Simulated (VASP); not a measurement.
```
CELL_PARAMETERS angstrom
      3.60410     0.00000     0.00000
      0.00000     3.60410     0.00000
      0.00000     0.00000     5.22092
ATOMIC_POSITIONS crystal
  Zr 0.00000 0.00000 0.00000
  Zr 0.50000 0.50000 0.50000
  O  0.00000 0.50000 0.19790
  O  0.00000 0.50000 0.69790
  O  0.50000 0.00000 0.30210
  O  0.50000 0.00000 0.80210
```

All values below come from r2SCAN meta-GGA, VASP's PBE PAW potentials (set 64) (plane waves; VASP). Run with 520 eV cut-off, 8×8×6 Γ-centred mesh, Gaussian smearing of 0.010 eV, potentials Zr_sv O.

Task: Give the direction-averaged independent-particle dielectric function (no local fields, no excitons; a broadening of 0.1 eV leaves a tail below the gap, and fine structure carries the noise of the k-mesh).

Result: 
| ħω (eV) | ε₁ | ε₂ |
|---|---|---|
| 0.00 | 5.07 | 0.00 |
| 0.40 | 5.08 | 0.00 |
| 0.80 | 5.11 | 0.00 |
| 1.20 | 5.16 | 0.00 |
| 1.60 | 5.23 | 0.00 |
| 2.00 | 5.32 | 0.00 |
| 2.40 | 5.45 | 0.00 |
| 2.80 | 5.62 | 0.00 |
| 3.20 | 5.84 | 0.00 |
| 3.60 | 6.13 | 0.00 |
| 4.00 | 6.54 | 0.00 |
| 4.40 | 7.19 | 0.00 |
| 4.80 | 8.14 | 0.49 |
| 5.20 | 8.53 | 2.91 |
| 5.60 | 8.63 | 3.03 |
| 6.00 | 8.55 | 5.35 |
| 6.50 | 6.30 | 7.11 |
| 6.90 | 5.65 | 5.20 |
| 7.30 | 6.28 | 5.86 |
| 7.70 | 6.18 | 7.27 |
| 8.10 | 4.56 | 9.55 |
| 8.50 | 2.85 | 12.07 |
| 8.90 | 0.89 | 9.29 |
| 9.30 | -0.57 | 7.21 |
| 9.70 | -0.80 | 6.28 |
| 10.10 | -1.45 | 6.26 |
| 10.50 | -2.18 | 5.07 |
| 10.90 | -1.81 | 3.85 |
| 11.30 | -1.91 | 3.25 |
| 11.70 | -1.91 | 2.35 |
| 12.10 | -1.59 | 2.12 |
| 12.60 | -1.18 | 1.14 |
ε₂ peaks at 6.4 eV (height 7.3), 8.0 eV (height 11.1), 8.5 eV (height 12.1); ε₁(0) averages 5.07, so the electronic refractive index below the gap tends to √5.07 = 2.25.

The structure was generated: ZrO2 was put into the tetragonal-ZrO2 type (P4_2/nmc), which need not be its known phase. It was relaxed first.
